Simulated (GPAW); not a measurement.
CdF2:

```
Cd F
1.0
     0.00000    2.69400    2.69400
     2.69400    0.00000    2.69400
     2.69400    2.69400    0.00000
Cd F
1 2
Direct
  0.00000 0.00000 0.00000
  0.75000 0.75000 0.75000
  0.25000 0.25000 0.25000
```

Program: GPAW 26.7.0. Alike in all runs: no spin polarisation; cell as given; cutoff (eV) 800; smearing fermi-dirac 0.05 eV.

Question: Order these runs on this cell by their band gap on the k mesh, lowest first.
A. level LDA; potentials or basis the program's PAW data sets (release 1.2.1) made for this functional, pw; k mesh 9 × 9 × 9; band path GXWKGLUWLK,UX; band points 80
B. level r2SCAN; potentials or basis GPAW PAW data sets (gpaw-data 1.2.1), pw; k mesh 9 × 9 × 9; band path GXWKGLUWLK,UX; band points 80
C. level TB-mBJ; potentials or basis GPAW PAW data sets for LDA (gpaw-data 1.2.1), pw; k mesh 10 × 10 × 10
D. level PBE; potentials or basis GPAW PAW data sets (gpaw-data 1.2.1), pw; k mesh 9 × 9 × 9; band path GXWKGLUWLK,UX; band points 80

Answer: A (2.80 eV), D (3.10 eV), B (3.79 eV), C (6.59 eV).

Caveats: a model potential gives levels but no total energy (some runs).

A k mesh can miss the band edges, odd and even meshes differently.
